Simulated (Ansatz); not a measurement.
SCF questions for HgTe

The cell (2 atoms) is HgTe as an experimental structure (space group Fm-3m). Source: COD entry 1010537; it may be a high-temperature, high-pressure or metastable form.

```
Hg Te
1.0
     0.00000    3.18000    3.18000
     3.18000    0.00000    3.18000
     3.18000    3.18000    0.00000
Hg Te
1 1
Direct
  0.00000 0.00000 0.00000
  0.50000 0.50000 0.50000
```

Atoms are numbered from 1 in the order listed.

All numbers below come from DFT, PBE, PAW, plane waves, scalar-relativistic in Ansatz.

- Plane-wave cutoff: 420 eV
- k-point mesh: 5×5×5 (Γ-centred)
- Occupations: Fermi–Dirac smearing, 0.03 eV
- Valence electrons: 36
- Spin: off

The starting density is a sum of atomic densities corrected by a trained network, so it is already close to self-consistency.

Default run: converged in 6 iterations, with no gap on the k-mesh. The search for lower states is off, and runs that name a mixer don't switch to direct minimisation.

Q: What happens with linear mixing, β 0.7, Kerker (limit 70 iterations)?

A: Converged in 11 iterations: the same free energy.

Q: Outcome with k-point mesh 3x3x3 (limit 70 iterations)?

A: Converged in 8 iterations: free energy shifted by +171 meV/atom, pressure -2.3 GPa against -3.6.

Q: Change to iteration limit 10. Does it converge, and to what?

A: Converged in 5 iterations: the same free energy.

Q: What happens with Fermi–Dirac width 0.001 eV, no switch to direct minimisation (limit 70 iterations)?

A: Converged in 11 iterations: free energy shifted by +2.7 meV/atom, zero-width estimate shifted by +1.1 meV/atom.

Q: Rank these settings by the iterations they needed, fewest first.
A. default SCF settings
B. linear mixing, β 0.7, Kerker
C. direct minimisation
D. linear mixing, β 0.1, no preconditioner

A: C (5), A (6), B (11), D (34).
